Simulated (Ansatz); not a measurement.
# Structures of ZnCu₂SnSe₄: which is lowest?

Plane-wave DFT in Ansatz with scalar-relativistic PAW potentials, cutoff 420 eV, Γ-centred meshes chosen by cell and gap, Gaussian smearing with energies taken to zero width. Every cell was relaxed (cell and atoms) in a run of its own, within the symmetry of its start. Functional: PBEsol.

Relaxed structures (starts from databases or built by putting these elements on another compound's sites):
A. I-4, 8 atoms in the computed cell, a = 5.659 Å, c = 11.312 Å; sites (symmetry × multiplicity) Zn -4.. × 2, Cu -4.. × 2 + -4.. × 2, Sn -4.. × 2, Se 1 × 8; start: database
B. I-42m, 8 atoms in the computed cell, a = 5.661 Å, c = 11.306 Å; sites (symmetry × multiplicity) Zn -42m × 2, Cu -4.. × 4, Sn -42m × 2, Se ..m × 8; start: database

**Question.** Rank them by energy. Could pressure change the order?

**Answer.**
```tsv
structure	group	E − E(lowest) (meV/atom)	V (Å³/atom)	gap on mesh (eV)
A	I-4	0.0	22.64	0.00
B	I-42m	3.4	22.65	0.00
```

A and B are level within the 5 meV/atom that separate runs leave open. The two lowest differ in volume by under 3 %, too little for a first-order estimate of what pressure does to that pair (other pairs aren't weighed here). Other structures may lie lower than all of these, and vibrations aren't counted.